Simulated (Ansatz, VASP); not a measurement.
One calculation of Ir, two programs

```
Ir
1.0
     0.00000    1.95491    1.95491
     1.95491    0.00000    1.95491
     1.95491    1.95491    0.00000
Ir
1
Direct
  0.00000 0.00000 0.00000
```

Alike in both runs: task single point; functional LDA; k mesh 22 × 22 × 22; occupations gaussian, width 0.15 eV; no spin polarisation.

```csv
,VASP,Ansatz
version,VASP 6.6.1,Ansatz 0.2.0
potentials or method,"VASP PAW LDA potentials, release 64 (Ir)","scalar-relativistic, plane waves, PAW"
plane-wave cutoff (eV),520,420
valence electrons in the cell,9,17
```

VASP gave:

```
gap on the k mesh at the Fermi level (eV) : none
pressure (GPa)                            : -23.7
```

Task: What did Ansatz give for the same quantities?

Result: gap on the k mesh at the Fermi level (eV): none; pressure (GPa): -25.5.

A gap of «none» marks a metal or a gap that the smearing closes. The two sets of potentials don't hold the same shells in valence. Ansatz warned: «pseudo_functional_mismatch».

Caveats: so large a pressure means that the cell lies far from this level's equilibrium, or that cutoff or potentials fall short (VASP). Spin-orbit coupling is left out, which matters for the levels of Ir.
